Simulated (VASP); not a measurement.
Calculation: HSEsol screened hybrid, VASP's PBE PAW potentials (set 64) (plane waves; VASP).

The input files of a VASP run:

File POSCAR:
```
CsBr
1
    4.2549219845     0.0000000000     0.0000000000
    0.0000000000     4.2549219845     0.0000000000
    0.0000000000     0.0000000000     4.2549219845
Cs Br
1 1
Direct
  0.0000000000   0.0000000000   0.0000000000
  0.5000000000   0.5000000000   0.5000000000
```

**KPOINTS**
```
Automatic mesh
0
Gamma
4 4 4
0 0 0
```

**INCAR**
```
SYSTEM  =  CsBr
PREC  =  Accurate; ENCUT  =  520; LREAL  =  .FALSE.
LASPH  =  .TRUE.; ISYM  =  3
EDIFF  =  1E-6; NELM  =  60; ALGO  =  Normal
LMAXMIX  =  4
ISMEAR  =  0; SIGMA  =  0.05
GGA  =  PS; LHFCALC  =  .TRUE.; AEXX  =  0.25
HFSCREEN  =  0.2; PRECFOCK  =  Fast
ISIF  =  2
LWAVE  =  .FALSE.; LCHARG  =  .FALSE.
```

POTCAR, in this order: Cs_sv Br (PBE.64 set). Program: vasp_std. Read from the step before: WAVECAR.

Output

File OUTCAR:
```
 ion  position               nearest neighbor table
   1  0.000  0.000  0.000-
   2  0.500  0.500  0.500-
  LATTYP: Found a simple cubic cell.
 ALAT       =     4.2549219845
 Subroutine PRICEL returns:
 Original cell was already a primitive cell.
 Subroutine GETGRP returns: Found 48 space group operations
The static configuration has the point symmetry O_h .
The dynamic configuration has the point symmetry O_h .
 Subroutine INISYM returns: Found 48 space group operations
 Subroutine IBZKPT returns following result:
 Found     10 irreducible k-points:

 Following reciprocal coordinates:
            Coordinates               Weight
  0.000000  0.000000  0.000000      1.000000
  0.250000  0.000000  0.000000      6.000000
  0.500000  0.000000  0.000000      3.000000
  0.250000  0.250000  0.000000     12.000000
  0.500000  0.250000  0.000000     12.000000
  0.500000  0.500000  0.000000      3.000000
  0.250000  0.250000  0.250000      8.000000
  0.500000  0.250000  0.250000     12.000000
  0.500000  0.500000  0.250000      6.000000
  0.500000  0.500000  0.500000      1.000000
 Subroutine IBZKPT_HF returns following result:
   k-points           NKPTS =     10   k-points in BZ     NKDIM =     64   number of bands    NBANDS=     12
   number of dos      NEDOS =    301   number of ions     NIONS =      2
   total plane-waves  NPLWV =  32768
   dimension x,y,z NGX =    32 NGY =   32 NGZ =   32
   dimension x,y,z NGXF=    64 NGYF=   64 NGZF=   64
   ions per type =               1   1
   PREC   = accura    normal or accurate (medium, high low for compatibility)
   ISTART =      1    job   : 0-new  1-cont  2-samecut
   ICHARG =      0    charge: 1-file 2-atom 10-const
   ISPIN  =      1    spin polarized calculation?
   LNONCOLLINEAR =      F non collinear calculations
   LSORBIT =      F    spin-orbit coupling
   INIWAV =      1    electr: 0-lowe 1-rand  2-diag
...
```

**OSZICAR**
```
       N       E                     dE             d eps       ncg     rms          rms(c)
DAV:   1    -0.726444186238E+01   -0.72644E+01   -0.34965E-01   240   0.516E+00    0.101E+00
DAV:   2    -0.726543897347E+01   -0.99711E-03   -0.50905E-03   260   0.538E-01    0.628E-01
DAV:   3    -0.726485349123E+01    0.58548E-03   -0.56574E-04   272   0.170E-01    0.371E-01
DAV:   4    -0.726468266072E+01    0.17083E-03   -0.20792E-04   256   0.972E-02    0.217E-01
DAV:   5    -0.726463386426E+01    0.48796E-04   -0.52943E-05   260   0.525E-02    0.127E-01
DAV:   6    -0.726461978445E+01    0.14080E-04   -0.11630E-05   256   0.270E-02    0.747E-02
DAV:   7    -0.726461573748E+01    0.40470E-05   -0.28354E-06   244   0.149E-02    0.440E-02
DAV:   8    -0.726461470955E+01    0.10279E-05   -0.77651E-07   128   0.876E-03    0.261E-02
DAV:   9    -0.726461466372E+01    0.45831E-07   -0.34728E-07   128   0.604E-03
   1 F= -.72646147E+01 E0= -.72646147E+01  d E =-.832595E-12
```

**OUTCAR**
```
------------------------ aborting loop because EDIFF is reached ----------------------------------------
  FORCE on cell =-STRESS in cart. coord.  units (eV):
  Direction    XX          YY          ZZ          XY          YZ          ZX
  --------------------------------------------------------------------------------------
  Total       -0.0248593     -0.0248593     -0.0248593     -0.0000000      0.0000000      0.0000000
  in kB       -0.5170399     -0.5170399     -0.5170399     -0.0000000      0.0000000      0.0000000
  external PRESSURE =      -0.5170399 kB  Pullay stress =       0.0000000 kB
  volume of cell :       77.03
      direct lattice vectors                 reciprocal lattice vectors
     4.254921985  0.000000000  0.000000000     0.235021935  0.000000000  0.000000000
     0.000000000  4.254921985  0.000000000     0.000000000  0.235021935  0.000000000
     0.000000000  0.000000000  4.254921985     0.000000000  0.000000000  0.235021935
 POSITION                                       TOTAL-FORCE (eV/Angst)
 -----------------------------------------------------------------------------------
      0.00000      0.00000      0.00000         0.000000      0.000000      0.000000
      2.12746      2.12746      2.12746         0.000000      0.000000      0.000000
 -----------------------------------------------------------------------------------
    total drift:                               -0.000000     -0.000000     -0.000000
  FREE ENERGIE OF THE ION-ELECTRON SYSTEM (eV)
  ---------------------------------------------------
  free  energy   TOTEN  =        -7.2646146637 eV

  energy  without entropy=       -7.2646146637  energy(sigma->0) =       -7.26461466

  exchange ACFDT corr.  =         0.00000000  see jH, gK, PRB 81, 115126
```
(Selected blocks of OUTCAR.)

OUTCAR:
```
 val. band max:       -1.1217300768   @ k =   0.0000   0.0000   0.0000

 cond. band min:       4.5033152308   @ k =   0.0000   0.0000   0.0000


 Fermi energy:        -0.8913121017

 k-point     1 :       0.0000    0.0000    0.0000
  band No.  band energies     occupation
      1     -22.1900      2.00000
      2     -14.5962      2.00000
      3      -7.7379      2.00000
      4      -7.7379      2.00000
      5      -7.7379      2.00000
      6      -1.1217      2.00000
      7      -1.1217      2.00000
      8      -1.1217      2.00000
      9       4.5033      0.00000
     10       4.8212      0.00000
     11       4.8212      0.00000
     12       9.4672      0.00000

 k-point     2 :       0.2500    0.0000    0.0000
  band No.  band energies     occupation
      1     -22.1562      2.00000
      2     -14.6074      2.00000
      3      -7.9570      2.00000
      4      -7.6721      2.00000
      5      -7.6721      2.00000
      6      -1.9565      2.00000
      7      -1.2427      2.00000
      8      -1.2427      2.00000
      9       5.2496      0.00000
     10       5.8882      0.00000
     11       6.1981      0.00000
     12       9.1985      0.00000

 k-point     3 :       0.5000    0.0000    0.0000
  band No.  band energies     occupation
      1     -22.1218      2.00000
      2     -14.6217      2.00000
      3      -8.1465      2.00000
      4      -7.6038      2.00000
      5      -7.6038      2.00000
      6      -2.6090      2.00000
      7      -1.3693      2.00000
      8      -1.3693      2.00000
      9       5.9651      0.00000
     10       7.5062      0.00000
     11       7.8856      0.00000
     12       8.2850      0.00000

 k-point     4 :       0.2500    0.2500    0.0000
  band No.  band energies     occupation
      1     -22.1252      2.00000
      2     -14.5785      2.00000
      3      -8.0978      2.00000
      4      -7.8935      2.00000
      5      -7.6201      2.00000
      6      -2.0005      2.00000
...
```

Unless said otherwise, spin-orbit coupling is left out, though it shifts the bands of the heavy elements here.

The compound is CsBr in the CsCl type structure. This cell is one point of a volume scan, at 0.91 of the reference volume. The cell's shape comes from a PBE relaxation.
